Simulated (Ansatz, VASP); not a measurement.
**Two plane-wave programs on Ir**

```
Ir
1.0
     0.00000    1.93727    1.93727
     1.93727    0.00000    1.93727
     1.93727    1.93727    0.00000
Ir
1
Cartesian
  0.0000 0.0000 0.0000
```

Alike in both runs: functional PBE; k mesh 18 × 18 × 18; occupations gaussian, width 0.1 eV; no spin polarisation.

Ansatz relaxed the structure, and its values are those at the end. VASP's run is a single point on that final structure, the one shown.

|  | VASP | Ansatz |
| --- | --- | --- |
| version | VASP 6.6.1 | Ansatz 0.2.0 |
| potentials or method | VASP PAW PBE potentials, release 64 (Ir) | scalar-relativistic, plane waves, PAW |
| plane-wave cutoff (eV) | 520 | 420 |
| valence electrons in the cell | 9 | 17 |

Ansatz gave:

| Property | Result |
| --- | --- |
| gap on the k mesh at the Fermi level (eV) | none |
| pressure (GPa) | -1.1 |

Task: Estimate VASP's values.

Result: gap on the k mesh at the Fermi level (eV): none; pressure (GPa): -0.6.

A gap of «none» marks a metal or a gap that the smearing closes. The functional is the same, so the differences come from potentials, cutoffs and numerics. The two sets of potentials don't hold the same shells in valence.

The runs have no spin-orbit coupling, so splittings on Ir are missing.
